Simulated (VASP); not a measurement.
SiC (Moissanite 3C), 2 atoms in the cell. The structure is cubic, space group F-43m (No. 216). Conventional cell: a = 4.358 Å, b = 4.358 Å, c = 4.358 Å, α = 90.00°, β = 90.00°, γ = 90.00°. Si (site symmetry -43m) has 4 C at 1.89 Å as nearest neighbours. Around C (site symmetry -43m) lie 4 Si at 1.89 Å. 

* Program: VASP 6.6.1
* Task: band structure
* Functional: RPBE
* Potentials or basis: VASP PAW PBE potentials, release 64 (Si, C)
* Cutoff: 520 eV
* k mesh: 10 × 10 × 10
* Occupations: fermi-dirac, width 0.05 eV
* Spin: no spin polarisation
* Further INCAR settings: ALGO = Fast; EDIFF = 1e-06; NBANDS = 11

Potentials or basis: VASP PAW PBE potentials, release 64 (Si, C).

Run with:

```bash
$ cat potpaw_PBE.64/Si/POTCAR potpaw_PBE.64/C/POTCAR > POTCAR
$ cp INCAR.step1 INCAR
$ cp KPOINTS.step1 KPOINTS
$ mpirun -np 1 vasp_std > vasp.out
$ cp INCAR.step2 INCAR
$ cp KPOINTS.step2 KPOINTS
$ mpirun -np 1 vasp_std > vasp.out
```

Hardware: 1 thread of Intel(R) Xeon(R) Platinum 8375C CPU @ 2.90GHz (Ice Lake), on a shared host.

Estimate the wall time of this run.

It took 27 s on 1 thread of Intel(R) Xeon(R) Platinum 8375C CPU @ 2.90GHz (Ice Lake) (shared host), peak memory 0.15 GiB. Counts: scf iterations 6, k points 150.
